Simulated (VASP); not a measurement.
Input of a VASP 6.6.1 run:

INCAR

```
SYSTEM = ZnS
  PREC = Accurate
  ENCUT = 520
  EDIFF = 1E-6
  ISMEAR = 0
  SIGMA = 0.02
  LREAL = .False.
  LASPH = .True.
  NELM = 60
  ALGO = Normal
  ISIF = 2
  LWAVE = .False.
  LCHARG = .False.
  GGA = PE
  NBANDS = 46
```

Contents of KPOINTS:

```
Automatic mesh
0
Gamma
  9 9 4
  0 0 0
```

The input POSCAR:

```
ZnS
1.0
    3.8465705991      0.0000000000      0.0000000000
   -1.9232852995      3.3312278562      0.0000000000
    0.0000000000      0.0000000000     12.5895364177
Zn S
4 4
Direct
    0.0000000000      0.0000000000      0.0000492057
    0.0000000000      0.0000000000      0.5000492057
    0.3333333333      0.6666666667      0.2500242903
    0.6666666667      0.3333333333      0.7500242903
    0.0000000000      0.0000000000      0.1872905901
    0.0000000000      0.0000000000      0.6872905901
    0.3333333333      0.6666666667      0.4376359138
    0.6666666667      0.3333333333      0.9376359138
```

Potentials or basis: VASP PAW PBE potentials, release 64 (Zn, S).

Command:

```console
$ cat potpaw_PBE.64/Zn/POTCAR potpaw_PBE.64/S/POTCAR > POTCAR
$ mpirun -np 1 vasp_std > vasp.out
```

(1) Estimate the band gap on the k mesh.

(2) Predict the pressure.

Answers

(1) 2.05 eV.

(2) 0.2 GPa.

**Measured values to compare with.**

From a printed reference work, monograph, for a bulk crystal of ZnS at 4 K: band gap 3.911 eV (direct).

Against the measured gap of ZnS, 3.911 eV (direct; 4 K; a printed reference work, monograph), the calculated 2.05 eV is off by -1.86 eV. The value is that of PBE on a finite k mesh, which can miss the band edges, without temperature or zero-point motion. Semilocal functionals fall short of measured gaps as a rule.
